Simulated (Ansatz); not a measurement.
# CrO2: the cost of one run

Computed with Ansatz 0.2.0 through its Python package. Level of theory: DFT PBE+U, plane waves, PAW.

## Step 1: The system

The structure is tetragonal, space group P4_2/mnm (No. 136). Conventional cell: a = 4.421 Å, b = 4.421 Å, c = 2.917 Å, α = 90.00°, β = 90.00°, γ = 90.00°. Cr (site symmetry mmm) has 6 O at 1.88 to 1.92 Å as nearest neighbours. O (site symmetry m2m) has 3 Cr at 1.88 to 1.92 Å as nearest neighbours.

Input file cro2.cif:

```cif
data_CrO2
_cell_length_a 4.421000
_cell_length_b 4.421000
_cell_length_c 2.917000
_cell_angle_alpha 90.00000
_cell_angle_beta 90.00000
_cell_angle_gamma 90.00000
_symmetry_space_group_name_H-M 'P 1'
_symmetry_Int_Tables_number 1
loop_
_symmetry_equiv_pos_as_xyz
'x, y, z'
loop_
_atom_site_label
_atom_site_type_symbol
_atom_site_fract_x
_atom_site_fract_y
_atom_site_fract_z
Cr1 Cr    0.000000    0.000000    0.000000
Cr2 Cr    0.500000    0.500000    0.500000
O3 O    0.301000    0.301000    0.000000
O4 O    0.199000    0.801000    0.500000
O5 O    0.699000    0.699000    0.000000
O6 O    0.801000    0.199000    0.500000
```

## Step 2: Script

cro2.py

```python
"""How the states of CrO2 follow the Hubbard U."""

import ansatz as az
from ase.io import read
import numpy as np
from tabulate import tabulate


def count_gap(report):
    # lowest empty less highest filled band, counting bands; zero where they overlap
    return max(report.get("gap_by_band_count_ev") or 0.0, 0.0)


def main() -> None:
    atoms = read("cro2.cif")
    crystal = az.Crystal.from_ase(atoms).moments(Cr=3)

    model = crystal.calculation()
    model = model.functional(az.Functional.PBE)
    model = model.basis(450).kpoints(6, 6, 9, center="gamma")
    model = model.occupations("cold", width=0.15).spin("collinear")
    model = model.band_table()
    rows = []
    for u in [0.0, 1.5, 3.0, 4.5, 6.0]:
        summary = model.hubbard("Cr", "d", u_eff=u).run(threads=1, backend="cpu").report
        shell = summary["hubbard"]["n_scf"]
        rows.append((u, count_gap(summary), sum(shell) / len(shell), max(abs(m) for m in summary["site_moments_mub"]), summary["n_iterations"]))
    print(tabulate(rows, headers=["U_eff eV", "gap by band count eV", "Cr d occupation (projector)", "largest moment muB", "iterations"], floatfmt=".4f", tablefmt="plain"))


if __name__ == "__main__":
    main()
```

## Step 3: The calls as engine input

The package turns the script's settings into the engine's input (first run):

```yaml
crystal:
  lattice:
    - [4.421, 0.0, 0.0]
    - [0.0, 4.421, 0.0]
    - [0.0, 0.0, 2.917]
  atoms:
    - { symbol: Cr, position: [0.0, 0.0, 0.0] }
    - { symbol: Cr, position: [0.5, 0.5, 0.5] }
    - { symbol: O, position: [0.301, 0.301, 0.0] }
    - { symbol: O, position: [0.199, 0.8010000000000002, 0.5] }
    - { symbol: O, position: [0.699, 0.699, 0.0] }
    - { symbol: O, position: [0.8010000000000002, 0.199, 0.5] }
basis:
  ecutwfc: 450.0
kpoints:
  mp_grid:
    grid: [6, 6, 9]
    shift: [0.0, 0.0, 0.0]
hamiltonian:
  xc: pbe
  hubbard:
    - { species: Cr, l: d, u_eff: 0.0 }
magnetization:
  spin_polarized: true
  per_species:
    Cr: 3.0
scf:
  occupations:
    method: cold
    width: 0.15
output:
  eigenvalues: true
```

## Step 4: The run

Launch:

```bash
$ python cro2.py
```

**Question.** How long does this script take on 1 thread of Intel Xeon Platinum 8488C (Sapphire Rapids), shared host, and how much memory does it need?

About 1.9 min, with a peak of 0.71 GiB.
